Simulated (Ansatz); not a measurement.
A series in volume per atom on SrTiO₃

All results are calculated (Ansatz 0.2.0). Density functional stress and forces at fixed atoms, pressure and stress positive in compression, spin-unpolarised plane waves.

Cell of the first row (space group Pm-3m, No. 221):
```
SrTiO3
1.0
      3.7506     0.0000     0.0000
      0.0000     3.7506     0.0000
      0.0000     0.0000     3.7506
Sr Ti O
1 1 3
Direct
  0.00000 0.00000 0.00000
  0.50000 0.50000 0.50000
  0.50000 0.50000 0.00000
  0.50000 0.00000 0.50000
  0.00000 0.50000 0.50000
```

Settings of every row: periodic directions 3; functional r2SCAN; spin orbit yes; potentials PAW; wave cutoff 500 eV; k mesh 6x6x6; smearing width 0 eV.

```
row  volume per atom (Å³)  pressure (GPa)
  1                10.552           30.29
  2                10.885           21.13
  3                11.225           13.12
  4                11.572            6.12
  5                11.926            0.02
  6                12.288           -5.28
  7                12.656           -9.86
  8                13.032               ?
  9                13.416           -17.2
```

Question: what pressure should row 8 give?

Worked fit of pressure. Take u = (V_r/V)^(2/3) − 1 with V_r = 11.749 Å³ an atom, which is twice the finite (Eulerian) strain; such expansions in the strain, on which the Birch-Murnaghan equation of state is built, carry the rest volume and the bulk modulus. The shown rows have u = 0.07426, 0.05224, 0.03088, 0.01017, -0.00992, -0.02946, -0.04837, -0.08465. Least squares give pressure = 2.949 + 303.15 × u + 825.8 × u² + 668 × u³ GPa; a parabola predicts inner rows, each left out in turn, worse (root mean square 0.085 against 0.0043 GPa). All shown rows lie on it to the printed digit. The pressure vanishes at u = -0.0100, or V = 11.93 Å³ an atom, and there the bulk modulus with atoms relaxed is B = −V dP/dV = (2/3)(1 + u) dP/du = 189 GPa. The withheld row has u = -0.06676, so the fit gives 2.949 + 303.15 × (-0.06676) + 825.8 × (-0.06676)² + 668 × (-0.06676)³ = -13.81 GPa.

The calculation gave -13.81 GPa. The fit meets it to the printed digit.
